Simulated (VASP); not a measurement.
Wanted: the native input for a VASP 6.6.1 run.

| Property | Result |
| --- | --- |
| Task | relaxation of cell and atoms |
| Functional | AM05 |
| Potentials or basis | VASP PAW PBE potentials, release 64 (Ti_sv, C) |
| Cutoff | 600 eV |
| k mesh | 14 × 14 × 14 |
| Occupations | methfessel-paxton, width 0.1 eV |
| Spin | no spin polarisation |
| Further INCAR settings | ALGO = Normal; EDIFF = 1e-06; IBRION = 2; EDIFFG = -0.01; NSW = 90; ISIF = 3 |

The structure of TiC lies in POSCAR:

```
TiC
1.0
    0.0000000000      2.1593000000      2.1593000000
    2.1593000000      0.0000000000      2.1593000000
    2.1593000000      2.1593000000      0.0000000000
Ti C
1 1
Direct
    0.0000000000      0.0000000000      0.0000000000
    0.5000000000      0.5000000000      0.5000000000
```

These files were run (other wordings do the same):

INCAR

```
  PREC = Accurate
  ENCUT = 600
  EDIFF = 1E-6
  ISMEAR = 1
  SIGMA = 0.1
  LREAL = F
  LASPH = T
  NELM = 80
  ALGO = Normal
  ISIF = 3
  LWAVE = F
  LCHARG = F
  GGA = AM
  IBRION = 2
  NSW = 90
  EDIFFG = -0.01
```

KPOINTS

```
regular mesh
0
Gamma
  14 14 14
```

Potentials or basis: VASP PAW PBE potentials, release 64 (Ti_sv, C).

Command:

```bash
$ cat potpaw_PBE.64/Ti_sv/POTCAR potpaw_PBE.64/C/POTCAR > POTCAR
$ mpirun -np 1 vasp_std > vasp.out
```

It gave:

| Item | Value |
| --- | --- |
| Relaxed volume | 9.86 Å³/atom |
| Relaxed cell | a = 3.033 Å, b = 3.033 Å, c = 3.033 Å, α = 60.00°, β = 60.00°, γ = 60.00° |
| Space group after relaxing (to 0.05 Å) | Fm-3m (No. 225) |
| Energy gained by relaxing | 3.5 meV/atom |
| Ionic steps | 3 |
| Pressure after relaxing | 0.0 GPa |
| Band gap on the k mesh | none (metal or under the smearing width) |

Caveat: the PAW data sets were made with another functional, which shifts forces and pressure a little.

It took 25 s on 1 thread of Intel(R) Xeon(R) 6975P-C (Granite Rapids), on a shared host, peak memory 0.17 GiB.
